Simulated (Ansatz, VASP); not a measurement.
One calculation of Pd, two programs

Contents of INCAR:

```
AGGAC = 1.0
AGGAX = 1.0
ALDAC = 0.0
ALDAX = 1.0
ALGO = Normal
EDIFF = 1E-6
EDIFFG = -0.01
ENCUT = 600
GGA = B5
IBRION = 2
ISIF = 3
ISMEAR = -1
LASPH = True
LCHARG = False
LREAL = False
LWAVE = False
NELM = 100
NSW = 80
PREC = Accurate
SIGMA = 0.1
```

The input KPOINTS:

```
k-points
0
Gamma
  10 10 10
```

File POSCAR:

```
Pd
1.0
    0.0000000000      2.7082278367      2.7082278367
    2.7082278367      0.0000000000      2.7082278367
    2.7082278367      2.7082278367      0.0000000000
Pd
2
Direct
    0.1250000000      0.1250000000      0.1250000000
    0.8750000000      0.8750000000      0.8750000000
```

Input for Ansatz:

```yaml
crystal:
  lattice:
    - [0.0, 2.7082278367, 2.7082278367]
    - [2.7082278367, 0.0, 2.7082278367]
    - [2.7082278367, 2.7082278367, 0.0]
  atoms:
    - { symbol: Pd, position: [0.125, 0.125, 0.125] }
    - { symbol: Pd, position: [0.875, 0.875, 0.875] }
hamiltonian:
  xc: blyp
  pseudopotentials:
    kind: paw
    azcp:
      Pd: "pseudopotentials/Pd.paw.azcp"
basis:
  ecutwfc: 420
  fft_grid_basis: typed
kpoints:
  mp_grid: { grid: [10, 10, 10], shift: [0, 0, 0] }
magnetization:
  spin_polarized: false
scf:
  occupations: { method: fermi_dirac, width: 0.1 }
relax:
  max_steps: 60
  f_tol: 0.01
  cell: {}
output:
  write_density: true
  write_potential: true
  elf: true
  volumetric_format: npy
```

The cell was built by a generator and needn't be a form met in nature.

Alike in both runs: task relaxation of cell and atoms; functional BLYP; k mesh 10 × 10 × 10; occupations fermi-dirac, width 0.1 eV; no spin polarisation.

|  | VASP | Ansatz |
| --- | --- | --- |
| version | VASP 6.6.1 | Ansatz 0.2.0 |
| potentials or method | VASP PAW PBE potentials, release 64 (Pd) | plane waves (420 eV) with PAW, scalar-relativistic |
| plane-wave cutoff (eV) | 600 | 420 |
| valence electrons in the cell | 20 | 36 |

```tsv
	VASP	Ansatz	Ansatz less VASP
relaxed volume (Å³/atom)	26.14	26.12	-0.026
relaxed cell length with the largest relative difference (Å)	4.197	4.196	-0.0014
energy change over the relaxation (meV/atom)	-457	-462	-4.7
```

The two sets of potentials don't hold the same shells in valence.

Caveats: the volume moved by over 15 % at a fixed basis, so the end points are rough (VASP); the PAW data sets were made with another functional, which shifts forces and pressure a little (VASP).
